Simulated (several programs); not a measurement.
# KCl (Pm-3m) from semi-empirical methods to plane-wave DFT

A 2-atom cell of KCl started from a crystallographic database, relaxed with r2SCAN in Ansatz, was computed with several methods. The symmetry is Pm-3m (No. 221, cubic); conventional cell a = 3.771 Å, 26.81 Å³ an atom. Around K lie 8 Cl at 3.27 Å; around Cl lie 8 K at 3.27 Å. No spin polarisation and no zero-point or thermal motion.

Space group Pm-3m (No. 221). a = 3.771 Å, b = 3.771 Å, c = 3.771 Å, α = 90.00°, β = 90.00°, γ = 90.00°
```json
{"atom": "K", "site": "1a", "symmetry": "m-3m", "x": "0.0000", "y": "0.0000", "z": "0.0000"}
{"atom": "Cl", "site": "1b", "symmetry": "m-3m", "x": "0.5000", "y": "0.5000", "z": "0.5000"}
```

Gaps and times are for a single point on this cell; volume and bulk modulus come from each method's own relaxation or energy curve at fixed shape. Times are rough, from shared hosts (Arm Neoverse V1), and each method has its own mesh and cell size. A star marks a curve whose lowest point is an end point. PM6 (MOPAC), PM7 (MOPAC), GFN1-xTB (tblite), GFN2-xTB (tblite) treat a cluster of cells at its zone centre, which samples few k points: where these miss a band edge, the gap comes out too large for that reason alone. Gaps from k meshes are read at a limited set of points (mesh, symmetry points, PBE's band edges), so each method's own least gap may be somewhat smaller. Force fields have no electrons; where one was fitted to this phase, its volume and modulus reflect the fit. xTB and the PM methods were fitted mostly to molecules, and can miss a solid's gap by electronvolts. Minimal bases can be far off for gaps. Times of the plane-wave rungs are withheld (a dash), since they come from other jobs, hosts and meshes; the meshes of hybrids and Hartree-Fock don't converge their gaps to the digits shown. GLLB-SC's gap includes the derivative discontinuity. G0W0 is at finite bands, cutoff and mesh. d marks a direct gap, i an indirect one (no mark: not told apart), a dash a value that wasn't computed or didn't pass its checks.

```csv
method,kind,gap (eV),own volume (Å³/atom),bulk modulus (GPa),atoms computed,processor time
PBEsol,semilocal,–,26.13,–,2,–
ffield.eim (LAMMPS),force field,–,–,–,2,0.12 s
"light PBE (260 eV, its own mesh)",light plane-wave,5.04 i,–,–,2,0.57 s
LDA,semilocal,4.59 i,24.05,–,2,–
PBE,semilocal,5.03 i,28.20,19,2,–
GFN1-xTB (tblite),tight binding,3.46,24.75,24,cluster,2.8 s
PM7 (MOPAC),semi-empirical,12.26,–,–,cluster,3.5 s
PM6 (MOPAC),semi-empirical,10.33,–,–,cluster,3.9 s
GFN2-xTB (tblite),tight binding,3.72,–,–,cluster,4.2 s
r2SCAN,semilocal,5.80 i,26.81,23,2,–
PBE/SZV (CP2K),small basis,4.03 i,29.68*,–,2,5 s
GLLB-SC (GPAW),model potential,9.36,–,–,2,6.5 s
PBE/DZVP (CP2K),small basis,5.05 i,28.21,19,2,10 s
G0W0@PBE (260 eV screening cutoff),many-body,7.72,–,–,2,–
G0W0@HSE06 (180 eV screening cutoff),many-body,8.29,–,–,2,–
PBE/single zeta (GPAW),small basis,4.53 i,–,–,2,23 s
G0W0@PBE0 (180 eV screening cutoff),many-body,8.50,–,–,2,–
G0W0@LDA (140 eV screening cutoff),many-body,7.44,–,–,2,–
LC-ωPBE,hybrid,11.80 i,–,–,2,–
HSE06,hybrid,6.37 i,27.61,–,2,–
PBE0,hybrid,7.09 i,–,–,2,–
DDH-PBE0,hybrid,8.22 i,–,–,2,–
r2SCAN0,hybrid,7.53 i,–,–,2,–
G0W0@r2SCAN (210 eV screening cutoff),many-body,8.09,–,–,2,–
```

Against HSE06 (6.37 eV) the nearest gap at the points sampled is that of r2SCAN (-0.56 eV) and the farthest that of PM7 (MOPAC) (+5.89 eV). HSE06 is only a yardstick of convenience: for gaps this wide it usually falls short of measured ones, so a larger value can be the better one.

Volumes against r2SCAN's: PBEsol -2.5 %, LDA -10.3 %, PBE +5.2 %, GFN1-xTB (tblite) -7.7 %, PBE/DZVP (CP2K) +5.2 %, HSE06 +3.0 %.
